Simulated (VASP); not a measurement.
## Ru: equation of state with PBE

Ru:

```
Ru
1.0
     2.70580    0.00000    0.00000
    -1.35290    2.34329    0.00000
     0.00000    0.00000    4.28190
Ru
2
Direct
  0.66667 0.33333 0.75000
  0.33333 0.66667 0.25000
```

* Program: VASP 6.6.1
* Task: equation of state
* Functional: PBE
* Potentials or basis: VASP PAW PBE potentials, release 64 (Ru_pv)
* Cutoff: 520 eV
* k mesh: 11 × 11 × 6
* Occupations: fermi-dirac, width 0.05 eV
* Spin: no spin polarisation
* Further INCAR settings: ALGO = Normal; EDIFF = 1e-07; NBANDS = 21

* Equilibrium volume: 13.77 Å³/atom
* Bulk modulus at fixed shape and positions: 312 GPa
* Pressure derivative of the bulk modulus: 4.9

Energy against volume, from the lowest point:
```
volume (Å³/atom)  energy (meV/atom)
          12.760              83.30
          13.032              42.52
          13.303              16.07
          13.575               2.36
          13.846               0.00
          14.118               7.76
          14.389              24.52
```

All runs of the series together: 120 s on 1 thread of AMD EPYC 9R45 (Zen 5) (shared host).

Caveat: the cell was scaled at fixed shape and fractional positions, which overstates the stiffness of a crystal with free parameters, most of all of layers and chains.
